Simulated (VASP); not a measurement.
A run of VASP 6.6.1:

Contents of INCAR:

```
SYSTEM = K
  PREC = Accurate
  ENCUT = 520
  EDIFF = 1E-7
  ISMEAR = -1
  SIGMA = 0.05
  LREAL = .False.
  LASPH = .True.
  NELM = 60
  ALGO = Normal
  ISIF = 2
  LWAVE = .False.
  LCHARG = .False.
  GGA = PE
  NBANDS = 10
```

KPOINTS

```
Automatic mesh
0
Gamma
  7 7 7
  0 0 0
```

The input POSCAR:

```
K
1.0
    0.0000000000      3.3918728180      3.3918728180
    3.3918728180      0.0000000000      3.3918728180
    3.3918728180      3.3918728180      0.0000000000
K
1
Direct
    0.0000000000      0.0000000000      0.0000000000
```

Potentials or basis: VASP PAW PBE potentials, release 64 (K_sv).

Run with:

```console
$ cat potpaw_PBE.64/K_sv/POTCAR > POTCAR
$ mpirun -np 1 vasp_std > vasp.out
```

Hardware: 1 thread of Intel(R) Xeon(R) 6975P-C (Granite Rapids), with other jobs on the host.

Problem. How long does it take, and how much memory?

Solution. It took 8.6 s on 1 thread of Intel(R) Xeon(R) 6975P-C (Granite Rapids) (shared host), peak memory 0.18 GiB. Counts: scf iterations 11, k points 20.
